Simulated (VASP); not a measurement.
Runs of VASP 6.6.1 on BeTe. The structure is cubic, space group F-43m (No. 216). Conventional cell: a = 5.540 Å, b = 5.540 Å, c = 5.540 Å, α = 90.00°, β = 90.00°, γ = 90.00°. Te (site symmetry -43m) is surrounded by 4 Be at 2.40 Å. Be (site symmetry -43m) has 4 Te at 2.40 Å as nearest neighbours. 

```csv
task,level,k mesh,smearing,grid for exact exchange (PRECFOCK),exchange at q = 0,mesh quality,gap on the mesh (eV),pressure (GPa)
band structure,SCAN0,4 × 4 × 4,fermi-dirac 0.05 eV,Fast,truncated,coarse,3.34,3.3
single point,PBE,8 × 8 × 8,gaussian 0.025 eV,-,-,not flagged,1.85,4.5
single point,PBE,8 × 8 × 8,gaussian 0.02 eV,-,-,not flagged,1.85,4.5
band structure,r2SCAN0,4 × 4 × 4,fermi-dirac 0.05 eV,Fast,truncated,coarse,(a),3.7
```

Alike in all rows: potentials or basis VASP PAW PBE potentials, release 64 (Te, Be); no spin polarisation; cell as given; cutoff (eV) 520.

Q: Fill in the values left out.

A: (a) 3.41.

Caveats: some runs use coarse meshes; spin-orbit coupling is left out, which moves the levels of the heavy elements; the PAW data sets were made with another functional, which shifts forces and pressure a little (some runs).

A k mesh can miss the band edges, and the runs leave out spin-orbit coupling on Te.
